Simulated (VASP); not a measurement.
## BaTiO3 in VASP 6.6.1, single-point calculation

INCAR

```
LREAL = .FALSE.
EDIFF = 1E-9
PREC = Accurate
LWAVE = .FALSE.
NSW = 0
ISIF = 2
SIGMA = 0.5
NBANDS = 28
ISMEAR = 1
ENCUT = 520
GGA = PE
LCHARG = .FALSE.
NELM = 71
LASPH = .TRUE.
IBRION = -1
```

KPOINTS

```
KPOINTS created by Atomic Simulation Environment
0
Gamma
6 6 6
0 0 0
```

POSCAR

```
Ba Ti O
 1.0000000000000000
     4.1538603812000003    0.0000000000000000    0.0000000000000000
     0.0000000000000000    4.1538603812000003    0.0000000000000000
     0.0000000000000000    0.0000000000000000    4.1538603812000003
 Ba  Ti  O
   1   1   3
Cartesian
  0.0000000000000000  0.0000000000000000  0.0000000000000000
  2.0769301906000002  2.0769301906000002  2.0769301906000002
  2.0769301906000002  2.0769301906000002  0.0000000000000000
  2.0769301906000002  0.0000000000000000  2.0769301906000002
  0.0000000000000000  2.0769301906000002  2.0769301906000002
```

The recommended PBE PAW datasets give the neutral cell 40 valence electrons.

Command

```
mpirun -np 1 vasp_std
```

OSZICAR

```
N       E                     dE             d eps       ncg     rms          rms(c)
DAV:   1     0.427009305928E+03    0.42701E+03   -0.20687E+04  1120   0.151E+03
DAV:   2    -0.778531354608E+01   -0.43479E+03   -0.41649E+03  1292   0.414E+02
DAV:   3    -0.490790728503E+02   -0.41294E+02   -0.41010E+02  1568   0.129E+02
DAV:   4    -0.511410987128E+02   -0.20620E+01   -0.20569E+01  1704   0.241E+01
DAV:   5    -0.512237784157E+02   -0.82680E-01   -0.82666E-01  1520   0.331E+00    0.210E+01
DAV:   6    -0.402594517728E+02    0.10964E+02   -0.63133E+01  1628   0.611E+01    0.109E+01
DAV:   7    -0.401060224315E+02    0.15343E+00   -0.13783E+01  1560   0.263E+01    0.613E+00
DAV:   8    -0.398784707755E+02    0.22755E+00   -0.58201E-01  1304   0.548E+00    0.421E+00
DAV:   9    -0.398297371008E+02    0.48734E-01   -0.13724E+00  1516   0.978E+00    0.307E+00
DAV:  10    -0.397289532663E+02    0.10078E+00   -0.43965E-01  1464   0.524E+00    0.574E-01
...
DAV:  15    -0.397243689620E+02    0.86407E-06   -0.39838E-05  1424   0.419E-02    0.162E-02
DAV:  16    -0.397243679419E+02    0.10201E-05   -0.19367E-05  1532   0.364E-02    0.118E-02
DAV:  17    -0.397243667542E+02    0.11877E-05   -0.33955E-06  1400   0.126E-02    0.314E-03
DAV:  18    -0.397243666801E+02    0.74097E-07   -0.63635E-07  1360   0.410E-03    0.119E-03
DAV:  19    -0.397243666609E+02    0.19250E-07   -0.46628E-08  1360   0.147E-03    0.831E-04
DAV:  20    -0.397243666406E+02    0.20217E-07   -0.13402E-08  1696   0.874E-04    0.372E-04
DAV:  21    -0.397243666334E+02    0.72396E-08   -0.28185E-09   940   0.455E-04    0.150E-04
DAV:  22    -0.397243666309E+02    0.25298E-08   -0.98559E-10   872   0.231E-04    0.441E-05
DAV:  23    -0.397243666301E+02    0.73760E-09   -0.26031E-10   692   0.977E-05
   1 F= -.39724367E+02 E0= -.39748126E+02  d E =0.712781E-01
```

Standard output (part)

```
POSCAR found type information on POSCAR BaTiO
 POSCAR found :  3 types and       5 ions
 LDA part: xc-table for (Slater+PW92), standard interpolation
 POSCAR, INCAR and KPOINTS ok, starting setup
 WAVECAR not read
 entering main loop
```

From OUTCAR

```
k-points           NKPTS =     20   k-points in BZ     NKDIM =     20   number of bands    NBANDS=     28

   NELECT =      40.0000    total number of electrons

   dimension x,y,z NGX =    32 NGY =   32 NGZ =   32
   dimension x,y,z NGXF=    64 NGYF=   64 NGZF=   64

  energy-cutoff  :      520.00
  volume of cell :       71.67
      direct lattice vectors                 reciprocal lattice vectors
     4.153860381  0.000000000  0.000000000     0.240739916  0.000000000  0.000000000
     0.000000000  4.153860381  0.000000000     0.000000000  0.240739916  0.000000000
     0.000000000  0.000000000  4.153860381     0.000000000  0.000000000  0.240739916

 k-points in reciprocal lattice and weights: KPOINTS created by Atomic Simulation Env
   0.00000000  0.00000000  0.00000000       0.005
   0.16666667  0.00000000  0.00000000       0.028
   0.33333333  0.00000000  0.00000000       0.028
   0.50000000  0.00000000  0.00000000       0.014
   0.16666667  0.16666667  0.00000000       0.056
   0.33333333  0.16666667  0.00000000       0.111
   0.50000000  0.16666667  0.00000000       0.056
   0.33333333  0.33333333  0.00000000       0.056
   ...

 E-fermi :   3.1175

 k-point     1 :       0.0000    0.0000    0.0000
  band No.  band energies     occupation
      1     -54.0662      2.00000
      2     -30.2266      2.00000
      3     -30.2266      2.00000
      4     -30.2266      2.00000
      5     -22.0946      2.00000
      6     -13.6084      2.00000
      7     -12.9440      2.00000
      8     -12.9440      2.00000
      9      -7.2394      2.00000
     10      -7.2394      2.00000
     11      -7.2394      2.00000
     12       0.7050      2.00000
     13       0.7050      2.00000
     14       0.7050      2.00000
     15       2.0839      2.01279
     16       2.0839      2.01279
     17       2.0839      2.01279
     18       2.7841      1.89548
     19       2.7841      1.89548
     20       2.7841      1.89548
     21       4.5366     -0.00045
     22       4.5366     -0.00045
     23       4.5366     -0.00045
     24       6.2050     -0.00000
     25       6.2050     -0.00000
     26       7.9399     -0.00000
     27       7.9399     -0.00000
     28       9.2546     -0.00000

 k-point     2 :       0.1667    0.0000    0.0000
  band No.  band energies     occupation
      1     -54.0660      2.00000
      2     -30.2339      2.00000
      3     -30.2263      2.00000
      4     -30.2263      2.00000
      5     -22.0787      2.00000
      6     -13.6027      2.00000
      7     -12.9377      2.00000
      8     -12.9372      2.00000
      9      -7.2125      2.00000
     10      -7.2125      2.00000
     11      -7.1775      2.00000
     12       0.3481      2.00000
     13       0.6628      2.00000
     14       0.6628      2.00000
     15       1.8244      2.00156
     16       1.8244      2.00156
     17       1.8899      2.00282
     18       2.2215      2.02948
     19       2.6291      2.04509
     20       2.6291      2.04509
     21       4.5649     -0.00033
     22       4.9709     -0.00000
     23       4.9709     -0.00000
     24       6.2064     -0.00000
     25       6.8087     -0.00000
     26       8.3633     -0.00000
     27       8.3965     -0.00000
     28       9.8768     -0.00000

 ...

  Total       -5.2532490     -5.2532490     -5.2532490     -0.0000000     -0.0000000     -0.0000000
  in kB     -117.4310336   -117.4310336   -117.4310336     -0.0000000     -0.0000000     -0.0000000
  external PRESSURE =    -117.4310336 kB  Pullay stress =       0.0000000 kB

 POSITION                                       TOTAL-FORCE (eV/Angst)
 -----------------------------------------------------------------------------------
      0.00000      0.00000      0.00000         0.000000      0.000000      0.000000
      2.07693      2.07693      2.07693         0.000000      0.000000      0.000000
      2.07693      2.07693      0.00000         0.000000      0.000000      0.000000
      2.07693      0.00000      2.07693         0.000000      0.000000      0.000000
      0.00000      2.07693      2.07693         0.000000      0.000000      0.000000
 -----------------------------------------------------------------------------------
    total drift:                                0.000000     -0.000000     -0.000000

  FREE ENERGIE OF THE ION-ELECTRON SYSTEM (eV)
  ---------------------------------------------------
  free  energy   TOTEN  =       -39.7243666301 eV

  energy  without entropy=      -39.7956446834  energy(sigma->0) =      -39.74812598
```

It converged. Results: gap between bands v and c on the k mesh 1.53 eV; least direct gap on the k mesh 1.75 eV; pressure -11.7 GPa. Band v is the last that the valence electrons fill when counted band by band, and c is the next.

For comparison, a separate PBE run of the intended cell, on usual settings and not on those above, gives a gap of 1.52 eV on its mesh and a pressure of -11.7 GPa.

The run above took about 40 s on one core of a shared host (Intel Xeon Platinum 8488C) and held 0.19 GiB at most.
